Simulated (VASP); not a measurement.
A run of VASP 6.6.1:

The input INCAR:

```
SYSTEM = BAs
  ALGO = Fast
  EDIFF = 1E-6
  ENCUT = 520
  GGA = PS
  ISIF = 2
  ISMEAR = 0
  LASPH = .True.
  LCHARG = .False.
  LREAL = .False.
  LWAVE = .False.
  NBANDS = 11
  NELM = 60
  PREC = Accurate
  SIGMA = 0.01
```

The input KPOINTS:

```
k-points
0
Gamma
  8 8 8
  0 0 0
```

Contents of POSCAR:

```
BAs
1.0
    0.0000000000      2.3839460427      2.3839460427
    2.3839460427      0.0000000000      2.3839460427
    2.3839460427      2.3839460427      0.0000000000
B As
1 1
Direct
    0.0000000000      0.0000000000      0.0000000000
    0.2500000000      0.2500000000      0.2500000000
```

Potentials or basis: VASP PAW PBE potentials, release 64 (B, As).

Command:

```sh
$ cat potpaw_PBE.64/B/POTCAR potpaw_PBE.64/As/POTCAR > POTCAR
$ mpirun -np 1 vasp_std > vasp.out
```

Hardware: 1 thread of Intel(R) Xeon(R) 6975P-C (Granite Rapids), with other jobs on the host.

Task: How long does it take, and how much memory?

Result: Wall time 5.6 s on 1 thread of Intel(R) Xeon(R) 6975P-C (Granite Rapids), on a shared host, peak memory 0.15 GiB. Counts: scf iterations 13, k points 29.
